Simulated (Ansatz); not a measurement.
Program: Ansatz. Geometries: PBE0-D4/def2-TZVP. ΔE: electronic, gas phase. CBS: MP2 limit from def2 TZ/QZ plus the TZ coupled-cluster correction, frozen cores. This one scheme is used for every species. Functionals use def2-TZVPP. B3LYP here is the variant with VWN-RPA as its local correlation; programs differ in this. HSE06 is defined as in plane-wave codes.

Reaction (substitution at a C–C bond): `FC(Cl)C(F)(F)F` + HCl → `FC(Cl)Cl` + trifluoromethane

(1) Is it downhill or uphill in electronic energy at CCSD(T)/CBS, and by how much? (Estimate.)

(2) What do these levels give: PBE0-D4, B3LYP-D4, B2PLYP, BLYP, r2SCAN, r2SCANh, r2SCAN0, HSE06, HF/def2-SVP, CCSD(T)/def2-SVP, HF/def2-TZVPP, SCS-MP2/def2-QZVPP? (Best estimate.)

Largest T1 diagnostic among the species: 0.012.

## Answers

(1) Computed: Uphill: ΔE = +29.1 kJ/mol.

(2) Ansatz gave: PBE0-D4 24.6, B3LYP-D4 22.3, B2PLYP 22.1, BLYP 11.1, r2SCAN 26.8, r2SCANh 27.8, r2SCAN0 29.2, HSE06 21.9, HF/def2-SVP 39.7, CCSD(T)/def2-SVP 43.8, HF/def2-TZVPP 29.7, SCS-MP2/def2-QZVPP 24.3 kJ/mol.

From PBE to PBE0 (25 % exact exchange), in def2-TZVPP and without D4, ΔE moves by +6.9 kJ/mol. The D4 term adds +3.8 kJ/mol with B3LYP and +2.3 kJ/mol with PBE0; it sums over pairs of atoms, weighted by their polarisabilities, and B3LYP, whose exchange is more repulsive, gets the larger term.
